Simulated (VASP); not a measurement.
# From an Ansatz input to VASP: RbBr (zincblende)

Ansatz input

```yaml
crystal:
  lattice:
    - [0.0, 3.8928605836, 3.8928605836]
    - [3.8928605836, 0.0, 3.8928605836]
    - [3.8928605836, 3.8928605836, 0.0]
  atoms:
    - { symbol: Rb, position: [0.0, 0.0, 0.0] }
    - { symbol: Br, position: [0.25, 0.25, 0.25] }
kpoints:
  mp_grid: { grid: [6, 6, 6] }
hamiltonian:
  xc: lda
scf:
  occupations: { method: fermi_dirac, width: 0.02 }
relax:
  f_tol: 0.005
  cell: {}
```

Task: Write VASP inputs for this cell and level of theory.

Result: 

INCAR

```
ISIF = 3
NELM = 120
GGA = CA
PREC = Accurate
LWAVE = .FALSE.
NBANDS = 15
ISMEAR = -1
ENCUT = 600
EDIFF = 1E-7
IBRION = 2
SIGMA = 0.02
LASPH = .TRUE.
LCHARG = .FALSE.
EDIFFG = -5E-3
NSW = 40
LREAL = .FALSE.
```

KPOINTS

```
KPOINTS created by Atomic Simulation Environment
0
Gamma
6 6 6
0 0 0
```

POSCAR

```
Rb Br
 1.0000000000000000
     0.0000000000000000    3.8928605836447376    3.8928605836447376
     3.8928605836447376   -0.0000000000000000    3.8928605836447376
     3.8928605836447376    3.8928605836447376    0.0000000000000000
 Rb  Br
   1   1
Cartesian
  0.0000000000000000  0.0000000000000000 -0.0000000000000000
  1.9464302918223688  1.9464302918223688  1.9464302918223688
```

VASP ran with the recommended LDA PAW datasets (16 valence electrons in the cell). Other inputs would serve too.

```csv
,Ansatz,VASP
relaxed cell vector lengths,"5.272, 5.272, 5.272 Å","5.276, 5.276, 5.276 Å"
relaxed cell volume,103.63 Å³,103.87 Å³
```

The two codes use different PAW datasets and cutoffs. VASP's cell holds 16 valence electrons and Ansatz's 16. LDA means the Perdew–Zunger form with relativistic exchange in VASP and the Perdew–Wang form in Ansatz.
